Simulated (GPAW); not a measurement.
Crystal: Al.

```
Al
1.0
     0.00000    2.02481    2.02481
     2.02481    0.00000    2.02481
     2.02481    2.02481    0.00000
Al
1
Direct
  0.00000 0.00000 0.00000
```

Base run:

```yaml
Program: GPAW 26.7.0
Functional: TASK
Potentials_or_basis: GPAW PAW data sets (gpaw-data 1.2.1)
Cutoff: 600 eV
Basis: pw
k_mesh: 11 × 11 × 11
Occupations: fermi-dirac, width 0.05 eV
Spin: no spin polarisation
```

Its results: pressure 0.7 GPa.

**Question.** The run is repeated on the same cell with these changes: functional from TASK to SCAN. What comes out?

**Answer.** Pressure -1.9 GPa.

Caveats: the PAW data sets were made with another functional, which shifts forces and pressure a little.
